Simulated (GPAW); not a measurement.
The system is HfC.

```xyz
2
Lattice="0.0000 2.3250 2.3250 2.3250 0.0000 2.3250 2.3250 2.3250 0.0000" Properties=species:S:1:pos:R:3 pbc="T T T"
Hf    2.3250    2.3250    2.3250
C     0.0000    0.0000    0.0000
```

* Program: GPAW 26.7.0
* Task: relaxation of cell and atoms
* Functional: BLYP
* Dispersion: D3(BJ)
* Potentials or basis: PAW data sets generated in the run's folder for this functional
* Cutoff: 800 eV
* Basis: pw
* k mesh: 10 × 10 × 10
* Occupations: fermi-dirac, width 0.05 eV
* Spin: no spin polarisation

At the start: pressure -4.0 GPa; volume 12.57 Å³/atom.

**Question.** Where does the relaxation end?

**Answer.** Over 3 steps the energy falls by 2.3 meV/atom and the volume is 12.36 Å³/atom (-1.7 %); space group Fm-3m (No. 225, to 0.05 Å).

Step by step:
| step | energy change (eV) | largest force (eV/Å) | pressure (GPa) | volume (Å³) |
| --- | --- | --- | --- | --- |
| 1 | 0.0000 | 0.0000 | -3.96 | 25.14 |
| 2 | -0.0031 | 0.0000 | -2.41 | 24.97 |
| 3 | -0.0047 | 0.0000 | 0.04 | 24.72 |

Final structure:
```yaml
crystal:
  lattice:
    - [0.00000, 2.31202, 2.31202]
    - [2.31202, 0.00000, 2.31202]
    - [2.31202, 2.31202, 0.00000]
  atoms:
    - { symbol: Hf, position: [0.50000, 0.50000, 0.50000] }
    - { symbol: C, position: [0.00000, 0.00000, 0.00000] }
```

Caveat: later steps reuse the first step's grids; pairwise dispersion overbinds metals, which lowers pressure and volume.
